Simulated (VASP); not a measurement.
# SnSe2 (P-3m1) in VASP: notebook, part 2 of 2

VASP 6.6.1.

### 3 Band structure, TB-mBJ

POSCAR

```
SnSe2
1.0
    3.8110000000      0.0000000000      0.0000000000
   -1.9055000000      3.3004228138      0.0000000000
    0.0000000000      0.0000000000      6.1360000000
Sn Se
1 2
Direct
    0.0000000000      0.0000000000      0.0000000000
    0.6666666667      0.3333333333      0.7510000000
    0.3333333333      0.6666666667      0.2490000000
```

INCAR.step1

```
PREC = Accurate
ENCUT = 520
EDIFF = 1E-5
ISMEAR = 0
SIGMA = 0.02
LREAL = F
LASPH = T
NELM = 100
ALGO = Normal
ISIF = 2
LWAVE = T
LCHARG = F
NBANDS = 20
GGA = PE
```

INCAR.step2

```
PREC = Accurate
ENCUT = 520
EDIFF = 1E-6
ISMEAR = 0
SIGMA = 0.02
LREAL = F
LASPH = T
NELM = 100
ALGO = Normal
ISIF = 2
LWAVE = F
LCHARG = F
METAGGA = MBJ
NBANDS = 20
ISTART = 1
```

KPOINTS

```
regular mesh
0
Gamma
  8 8 6
```

KPOINTS_OPT

```
path GMKGALHA,LM,KH
10
line-mode
reciprocal
 0.0000000000  0.0000000000  0.0000000000  G
 0.5000000000  0.0000000000  0.0000000000  M

 0.5000000000  0.0000000000  0.0000000000  M
 0.3333333333  0.3333333333  0.0000000000  K

 0.3333333333  0.3333333333  0.0000000000  K
 0.0000000000  0.0000000000  0.0000000000  G

 0.0000000000  0.0000000000  0.0000000000  G
 0.0000000000  0.0000000000  0.5000000000  A

 0.0000000000  0.0000000000  0.5000000000  A
 0.5000000000  0.0000000000  0.5000000000  L

 0.5000000000  0.0000000000  0.5000000000  L
 0.3333333333  0.3333333333  0.5000000000  H

 0.3333333333  0.3333333333  0.5000000000  H
 0.0000000000  0.0000000000  0.5000000000  A

 0.5000000000  0.0000000000  0.5000000000  L
 0.5000000000  0.0000000000  0.0000000000  M

 0.3333333333  0.3333333333  0.0000000000  K
 0.3333333333  0.3333333333  0.5000000000  H
```

Potentials or basis: VASP PAW PBE potentials, release 64 (Sn_d, Se).

Launch:

```sh
$ cat potpaw_PBE.64/Sn_d/POTCAR potpaw_PBE.64/Se/POTCAR > POTCAR
$ cp INCAR.step1 INCAR
$ mpirun -np 1 vasp_std > vasp.out
$ cp INCAR.step2 INCAR
$ mpirun -np 1 vasp_std > vasp.out
```

OUTCAR:

```text
PREC = Accurate
   ENCUT = 520
   EDIFF = 1E-6
   ISMEAR = 0
   LREAL = F
   LASPH = T
   NELM = 100
   ISIF = 2
   METAGGA = MBJ
   ISTART = 1

 ion  position               nearest neighbor table
   1  0.000  0.000  0.000-   2 2.68   3 2.68   3 2.68   2 2.68   2 2.68   3 2.68
   2  0.667  0.333  0.751-   1 2.68   1 2.68   1 2.68
   3  0.333  0.667  0.249-   1 2.68   1 2.68   1 2.68

  LATTYP: Found a hexagonal cell.
[... 747 lines left out ...]
------------------------ aborting loop because EDIFF is reached ----------------------------------------

  FORCE on cell =-STRESS in cart. coord.  units (eV):
  Direction    XX          YY          ZZ          XY          YZ          ZX
  --------------------------------------------------------------------------------------
  -------------------------------------------------------------------------------------
  Total      -74.1321273    -74.1321273    -75.1916938     -0.0000000      0.0000000      0.0000000
  in kB    -1538.9452342  -1538.9452342  -1560.9412958     -0.0000000      0.0000000      0.0000000
  external PRESSURE =   -1546.2772547 kB  Pullay stress =       0.0000000 kB

 VOLUME and BASIS-vectors are now :
 -----------------------------------------------------------------------------
  energy-cutoff  :      520.00
  volume of cell :       77.18
      direct lattice vectors                 reciprocal lattice vectors
     3.811000000  0.000000000  0.000000000     0.262398321  0.151495741  0.000000000
    -1.905500000  3.300422814  0.000000000     0.000000000  0.302991482  0.000000000
     0.000000000  0.000000000  6.136000000     0.000000000  0.000000000  0.162972621

 POSITION                                       TOTAL-FORCE (eV/Angst)
 -----------------------------------------------------------------------------------
      0.00000      0.00000      0.00000         0.000000      0.000000      0.000000
      1.90550      1.10014      4.60814        -0.000000      0.000000      0.241954
     -0.00000      2.20028      1.52786         0.000000     -0.000000     -0.241954
 -----------------------------------------------------------------------------------
    total drift:                                0.000000      0.000000     -0.000000

  FREE ENERGIE OF THE ION-ELECTRON SYSTEM (eV)
  ---------------------------------------------------
  free  energy   TOTEN  =       543.7140449340 eV

  energy  without entropy=      543.7140449340  energy(sigma->0) =      543.71404493
```

OUTCAR.step1:

```text
PREC = Accurate
   ENCUT = 520
   EDIFF = 1E-5
   ISMEAR = 0
   LREAL = F
[... 779 lines left out ...]
      0.00000      0.00000      0.00000        -0.000000      0.000000      0.000000
      1.90550      1.10014      4.60814         0.000000      0.000000     -0.802859
     -0.00000      2.20028      1.52786        -0.000000      0.000000      0.802859
 -----------------------------------------------------------------------------------
    total drift:                                0.000000      0.000000      0.000000

  FREE ENERGIE OF THE ION-ELECTRON SYSTEM (eV)
  ---------------------------------------------------
  free  energy   TOTEN  =       -11.7464121365 eV

  energy  without entropy=      -11.7464121365  energy(sigma->0) =      -11.74641214
```

OSZICAR.step1:

```text
N       E                     dE             d eps       ncg     rms          rms(c)
DAV:   1     0.207686398153E+03    0.20769E+03   -0.12261E+04  2044   0.148E+03
DAV:   2     0.121251404964E+02   -0.19556E+03   -0.18812E+03  2116   0.388E+02
DAV:   3    -0.111880108121E+02   -0.23313E+02   -0.22618E+02  2452   0.114E+02
DAV:   4    -0.120022113980E+02   -0.81420E+00   -0.81277E+00  2404   0.226E+01
DAV:   5    -0.120218307153E+02   -0.19619E-01   -0.19618E-01  2760   0.364E+00    0.523E+00
DAV:   6    -0.117668124701E+02    0.25502E+00   -0.49411E-01  3064   0.752E+00    0.338E+00
DAV:   7    -0.117461404306E+02    0.20672E-01   -0.16890E-01  2388   0.263E+00    0.102E+00
DAV:   8    -0.117458682612E+02    0.27217E-03   -0.13086E-02  2544   0.116E+00    0.288E-01
DAV:   9    -0.117463734361E+02   -0.50517E-03   -0.15815E-03  2256   0.301E-01    0.884E-02
DAV:  10    -0.117463797613E+02   -0.63251E-05   -0.11128E-04  2676   0.766E-02    0.345E-02
DAV:  11    -0.117464113780E+02   -0.31617E-04   -0.43003E-05  2180   0.367E-02    0.664E-03
DAV:  12    -0.117464121365E+02   -0.75847E-06   -0.20415E-06  1524   0.110E-02
   1 F= -.11746412E+02 E0= -.11746412E+02  d E =-.130777E-25
```

It took 2 min on 1 thread of AMD EPYC 9R45 (Zen 5), shared host; peak memory 0.23 GiB.

Results:

```yaml
Band_gap_on_the_k_mesh: 1.39 eV, indirect (least direct gap 1.86 eV)
Band_gap_along_the_path: 1.36 eV, indirect (least direct gap 1.86 eV)
```

Levels at the corners of the path, in eV from the valence-band top:
| point | band 9 | band 10 | band 11 | band 12 | band 13 | band 14 | band 15 | band 16 | band 17 | band 18 |
| --- | --- | --- | --- | --- | --- | --- | --- | --- | --- | --- |
| Γ | -0.74 | -0.74 | -0.40 | -0.40 | -0.03 | 1.83 | 3.68 | 5.17 | 5.17 | 8.61 |
| M | -4.24 | -2.71 | -2.59 | -1.00 | -0.32 | 1.63 | 4.49 | 6.01 | 6.09 | 7.76 |
| M | -4.24 | -2.71 | -2.59 | -1.00 | -0.32 | 1.63 | 4.49 | 6.01 | 6.09 | 7.76 |
| K | -3.46 | -3.46 | -3.21 | -1.38 | -1.38 | 2.00 | 7.17 | 7.18 | 7.76 | 8.02 |
| K | -3.46 | -3.46 | -3.21 | -1.38 | -1.38 | 2.00 | 7.17 | 7.18 | 7.76 | 8.02 |
| Γ | -0.74 | -0.74 | -0.40 | -0.40 | -0.03 | 1.83 | 3.68 | 5.17 | 5.17 | 8.61 |
| Γ | -0.74 | -0.74 | -0.40 | -0.40 | -0.03 | 1.83 | 3.68 | 5.17 | 5.17 | 8.61 |
| A | -1.88 | -0.82 | -0.82 | -0.27 | -0.27 | 2.94 | 3.70 | 4.90 | 4.90 | 8.71 |
| A | -1.88 | -0.82 | -0.82 | -0.27 | -0.27 | 2.94 | 3.70 | 4.90 | 4.90 | 8.71 |
| L | -4.64 | -2.44 | -1.85 | -0.76 | -0.66 | 1.42 | 4.92 | 5.47 | 6.36 | 6.86 |
| L | -4.64 | -2.44 | -1.85 | -0.76 | -0.66 | 1.42 | 4.92 | 5.47 | 6.36 | 6.86 |
| H | -3.94 | -3.94 | -3.52 | -0.36 | -0.36 | 2.97 | 5.42 | 5.42 | 6.88 | 9.06 |
| H | -3.94 | -3.94 | -3.52 | -0.36 | -0.36 | 2.97 | 5.42 | 5.42 | 6.88 | 9.06 |
| A | -1.88 | -0.82 | -0.82 | -0.27 | -0.27 | 2.94 | 3.70 | 4.90 | 4.90 | 8.71 |
| L | -4.64 | -2.44 | -1.85 | -0.76 | -0.66 | 1.42 | 4.92 | 5.47 | 6.36 | 6.86 |
| M | -4.24 | -2.71 | -2.59 | -1.00 | -0.32 | 1.63 | 4.49 | 6.01 | 6.09 | 7.76 |
| K | -3.46 | -3.46 | -3.21 | -1.38 | -1.38 | 2.00 | 7.17 | 7.18 | 7.76 | 8.02 |
| H | -3.94 | -3.94 | -3.52 | -0.36 | -0.36 | 2.97 | 5.42 | 5.42 | 6.88 | 9.06 |

Caveat: the PAW data sets were made with another functional, which shifts forces and pressure a little; spin-orbit coupling is left out, which moves the levels of the heavy elements.

### 4 Equation of state, PBE, 28.60 Å³/atom (a relaxed cell with its volume scaled by 0.96)

INCAR

```
PREC = Accurate
ENCUT = 520
EDIFF = 1E-7
ISMEAR = 0
SIGMA = 0.02
LREAL = False
LASPH = True
NELM = 80
ALGO = Normal
ISIF = 2
LWAVE = False
LCHARG = False
GGA = PE
```

KPOINTS

```
Automatic mesh
0
Gamma
  8 8 4
```

POSCAR

```
SnSe2                                   
1.0
    3.8222537464     -0.0000000000     -0.0000000000
   -1.9111268732      3.3101688441     -0.0000000000
   -0.0000000000     -0.0000000000      6.7813394381
  Sn              Se            
     1     2
Direct
     0.0000000000000000    0.0000000000000000    1.0000000000000000
     0.6666666667000030    0.3333333332999970    0.7679481713417667
     0.3333333332999970    0.6666666667000030    0.2320518286582332
```

Launch:

```sh
$ cat potpaw_PBE.64/Sn_d/POTCAR potpaw_PBE.64/Se/POTCAR > POTCAR
$ mpirun -np 1 vasp_std > vasp.out
```

It took 40 s on 1 thread of Intel Xeon Platinum 8259CL at 2.50GHz (Skylake/Cascade Lake), shared host; peak memory 0.21 GiB.

It converged, with:

| Item | Value |
| --- | --- |
| Free energy | -11.8467 eV |
| Pressure | 2.4 GPa |
| Largest force | 0.361 eV/Å |
| Band gap on the k mesh | 0.74 eV, indirect (least direct gap 1.17 eV) |

Caveat: spin-orbit coupling is left out, which moves the levels of the heavy elements; this functional lacks dispersion, which binds the layers, so the pressure and a relaxed spacing across them are unreliable.

### 5 Equation of state, PBE, 29.20 Å³/atom (a relaxed cell with its volume scaled by 0.98)

INCAR is that of step 4.

KPOINTS is that of step 4.

POSCAR

```
SnSe2                                   
1.0
    3.8486149501     -0.0000000000     -0.0000000000
   -1.9243074751      3.3329983161     -0.0000000000
   -0.0000000000     -0.0000000000      6.8281087742
  Sn              Se            
     1     2
Direct
     0.0000000000000000    0.0000000000000000    1.0000000000000000
     0.6666666667000030    0.3333333332999970    0.7679481713417667
     0.3333333332999970    0.6666666667000030    0.2320518286582332
```

Launch:

```sh
$ cat potpaw_PBE.64/Sn_d/POTCAR potpaw_PBE.64/Se/POTCAR > POTCAR
$ mpirun -np 1 vasp_std > vasp.out
```

It took 55 s on 1 thread of Intel Xeon Platinum 8259CL at 2.50GHz (Skylake/Cascade Lake), shared host; peak memory 0.23 GiB.

It converged, with:

```
Free energy            : -11.8663 eV
Pressure               : 1.1 GPa
Largest force          : 0.170 eV/Å
Band gap on the k mesh : 0.71 eV, indirect (least direct gap 1.13 eV)
```

Caveat: spin-orbit coupling is left out, which moves the levels of the heavy elements; this functional lacks dispersion, which binds the layers, so the pressure and a relaxed spacing across them are unreliable.

### 6 Equation of state, PBE, 29.79 Å³/atom

INCAR is that of step 5.

KPOINTS is that of step 5.

POSCAR

```
SnSe2                                   
1.0
    3.8746198940     -0.0000000000     -0.0000000000
   -1.9373099470      3.3555192582     -0.0000000000
   -0.0000000000     -0.0000000000      6.8742460438
  Sn              Se            
     1     2
Direct
     0.0000000000000000    0.0000000000000000    1.0000000000000000
     0.6666666667000030    0.3333333332999970    0.7679481713417667
     0.3333333332999970    0.6666666667000030    0.2320518286582332
```

Potentials or basis: VASP PAW PBE potentials, release 64 (Sn_d, Se).

Launch:

```sh
$ cat potpaw_PBE.64/Sn_d/POTCAR potpaw_PBE.64/Se/POTCAR > POTCAR
$ mpirun -np 1 vasp_std > vasp.out
```

It took 54 s on 1 thread of Intel Xeon Platinum 8259CL at 2.50GHz (Skylake/Cascade Lake), shared host; peak memory 0.24 GiB.

Results (log left out):

| Property | Result |
| --- | --- |
| Free energy | -11.8726 eV |
| Pressure | 0.0 GPa |
| Largest force | 0.004 eV/Å |
| Band gap on the k mesh | 0.68 eV, indirect (least direct gap 1.09 eV) |

Caveat: spin-orbit coupling is left out, which moves the levels of the heavy elements; this functional lacks dispersion, which binds the layers, so the pressure and a relaxed spacing across them are unreliable.

### 7 Equation of state, PBE, 30.39 Å³/atom (a relaxed cell with its volume scaled by 1.02)

INCAR is that of step 6.

KPOINTS is that of step 6.

POSCAR

```
SnSe2                                   
1.0
    3.9002803762     -0.0000000000     -0.0000000000
   -1.9501401881      3.3777418877     -0.0000000000
   -0.0000000000     -0.0000000000      6.9197721788
  Sn              Se            
     1     2
Direct
     0.0000000000000000    0.0000000000000000    1.0000000000000000
     0.6666666667000030    0.3333333332999970    0.7679481713417667
     0.3333333332999970    0.6666666667000030    0.2320518286582332
```

Launch:

```sh
$ cat potpaw_PBE.64/Sn_d/POTCAR potpaw_PBE.64/Se/POTCAR > POTCAR
$ mpirun -np 1 vasp_std > vasp.out
```

Run time: 53 s. Hardware: 1 thread of Intel Xeon Platinum 8259CL at 2.50GHz (Skylake/Cascade Lake), shared host; peak memory 0.23 GiB.

Results (log left out):

```
Free energy            : -11.8671 eV
Pressure               : -1.0 GPa
Largest force          : 0.164 eV/Å
Band gap on the k mesh : 0.65 eV, indirect (least direct gap 1.05 eV)
```

Caveat: spin-orbit coupling is left out, which moves the levels of the heavy elements; this functional lacks dispersion, which binds the layers, so the pressure and a relaxed spacing across them are unreliable.

### 8 Equation of state, PBE, 30.98 Å³/atom (a relaxed cell with its volume scaled by 1.04)

INCAR is that of step 7.

KPOINTS is that of step 7.

POSCAR

```
SnSe2                                   
1.0
    3.9256075818     -0.0000000000     -0.0000000000
   -1.9628037909      3.3996758911     -0.0000000000
   -0.0000000000     -0.0000000000      6.9647070235
  Sn              Se            
     1     2
Direct
     0.0000000000000000    0.0000000000000000    1.0000000000000000
     0.6666666667000030    0.3333333332999970    0.7679481713417667
     0.3333333332999970    0.6666666667000030    0.2320518286582332
```

Launch:

```sh
$ cat potpaw_PBE.64/Sn_d/POTCAR potpaw_PBE.64/Se/POTCAR > POTCAR
$ mpirun -np 1 vasp_std > vasp.out
```

It took 56 s on 1 thread of Intel Xeon Platinum 8259CL at 2.50GHz (Skylake/Cascade Lake), shared host; peak memory 0.23 GiB.

Results (log left out):

- Free energy: -11.8510 eV
- Pressure: -1.9 GPa
- Largest force: 0.311 eV/Å
- Band gap on the k mesh: 0.63 eV, indirect (least direct gap 1.01 eV)

Caveat: spin-orbit coupling is left out, which moves the levels of the heavy elements; this functional lacks dispersion, which binds the layers, so the pressure and a relaxed spacing across them are unreliable.

### 9 Equation of state, PBE

This run uses another cell than the first one, of 29.79 Å³/atom, 1.158 times its volume.

Potentials or basis: VASP PAW PBE potentials, release 64 (Sn_d, Se).

No new run: the results of the series are fitted here.

What came out:

```yaml
Equilibrium_volume: 29.80 Å³/atom
Bulk_modulus_at_fixed_shape_and_positions: 53 GPa
Pressure_derivative_of_the_bulk_modulus: "4.8 (rough: it moves with the points fitted)"
```

Energy against volume, from the lowest point:
```
volume (Å³/atom)  energy (meV/atom)
          28.600               8.65
          29.196               2.11
          29.792               0.00
          30.387               1.84
          30.983               7.20
```

Caveat: the cell was scaled at fixed shape and fractional positions, which overstates the stiffness of a crystal with free parameters, most of all of layers and chains; this functional lacks dispersion, which binds the layers, so the pressure and a relaxed spacing across them are unreliable.

### 10 For comparison

An earlier run on the cell as given: functional PBEsol; potentials or basis VASP PAW PBE potentials, release 64 (Sn_d, Se); cutoff 520 eV; k mesh 8 × 8 × 5; occupations fermi-dirac, width 0.05 eV; no spin polarisation.

* Pressure: 2.6 GPa
* Largest force: 0.622 eV/Å
* Band gap on the k mesh: 0.73 eV, indirect (least direct gap 1.00 eV)

### 11 Summary

| task | level | cell | k mesh | smearing | ladder | gap on the mesh (eV) |
| --- | --- | --- | --- | --- | --- | --- |
| band structure | PBEsol | P-3m1, 25.73 Å³/atom | 8 × 8 × 6 | gaussian 0.02 eV | gaps | 0.68 |
| band structure | TB-mBJ | P-3m1, 25.73 Å³/atom | 8 × 8 × 6 | gaussian 0.02 eV | gaps | 1.39 |
| equation of state | PBE | P-3m1, 29.79 Å³/atom | 8 × 8 × 4 | gaussian 0.02 eV | gaps | - |
| single point | PBEsol | P-3m1, 25.73 Å³/atom | 8 × 8 × 5 | fermi-dirac 0.05 eV | free | 0.73 |

Alike in all rows: potentials or basis VASP PAW PBE potentials, release 64 (Sn_d, Se); no spin polarisation; cutoff (eV) 520.

On the cell as given the gap runs from 0.65 eV (PBEsol) to 1.36 eV (TB-mBJ); the meshes differ, which moves gaps too.

Caveats: the PAW data sets were made with another functional, which shifts forces and pressure a little (some runs); spin-orbit coupling is left out, which moves the levels of the heavy elements (some runs); this functional lacks dispersion, which binds the layers, so the pressure and a relaxed spacing across them are unreliable (some runs); the cell was scaled at fixed shape and fractional positions, which overstates the stiffness of a crystal with free parameters, most of all of layers and chains (some runs); an odd mesh through Γ misses points on the zone boundary, where band edges often lie (some runs).

Absolute energies hang on the potentials; compare differences alone.
